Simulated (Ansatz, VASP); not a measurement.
**One calculation of H, two programs**

Contents of INCAR:

```
  PREC = Accurate
  ENCUT = 520
  EDIFF = 1E-7
  ISMEAR = 0
  SIGMA = 0.05
  LREAL = False
  LASPH = True
  NELM = 80
  ALGO = Normal
  ISIF = 2
  LWAVE = False
  LCHARG = False
  GGA = PE
  NBANDS = 10
```

Contents of KPOINTS:

```
Automatic mesh
0
Gamma
  9 9 6
```

Contents of POSCAR:

```
H
1.0
    3.8401304226      0.0000000000      0.0000000000
   -1.9200652113      3.3256504998      0.0000000000
    0.0000000000      0.0000000000      5.0466615500
H
4
Direct
    0.3333333333      0.6666666667      0.1764958800
    0.6666666667      0.3333333333      0.6764958800
    0.6666666667      0.3333333333      0.8235041200
    0.3333333333      0.6666666667      0.3235041200
```

Input for Ansatz:

```yaml
crystal:
  lattice:
    - [3.8401304226, 0.0, 0.0]
    - [-1.9200652113, 3.3256504998, 0.0]
    - [0.0, 0.0, 5.04666155]
  atoms:
    - { symbol: H, position: [0.3333333333, 0.6666666667, 0.17649588] }
    - { symbol: H, position: [0.6666666667, 0.3333333333, 0.67649588] }
    - { symbol: H, position: [0.6666666667, 0.3333333333, 0.82350412] }
    - { symbol: H, position: [0.3333333333, 0.6666666667, 0.32350412] }
basis:
  ecutwfc: 420
kpoints:
  mp_grid: { grid: [9, 9, 6] }
hamiltonian:
  xc: pbe
scf:
  occupations: { method: gaussian, width: 0.05 }
output:
  forces: true
  stress: true
  eigenvalues: true
```

Alike in both runs: task single point; functional PBE; k mesh 9 × 9 × 6; occupations gaussian, width 0.05 eV; no spin polarisation.

|  | VASP | Ansatz |
| --- | --- | --- |
| version | VASP 6.6.1 | Ansatz 0.2.0 |
| potentials or method | VASP PAW PBE potentials, release 64 (H) | scalar-relativistic, plane waves, PAW |
| plane-wave cutoff (eV) | 520 | 420 |
| valence electrons in the cell | 4 | 4 |

Ansatz gave:

- gap on the k mesh at the Fermi level (eV): 9.40
- least direct gap on the mesh (eV): 9.40
- pressure (GPa): 0.4
- largest component of the traceless stress (GPa): 0.77
- rms of the force components (eV/Å): 0.180

Q: Which values does VASP return?

A: gap on the k mesh at the Fermi level (eV): 9.40; least direct gap on the mesh (eV): 9.40; pressure (GPa): 0.2; largest component of the traceless stress (GPa): 0.71; rms of the force components (eV/Å): 0.173.

Atom by atom the forces differ by 0.008 eV/Å (rms over components).

Caveats: an odd mesh through Γ misses points on the zone boundary, where band edges often lie. As with any semilocal functional, this PBE gap is likely too small.
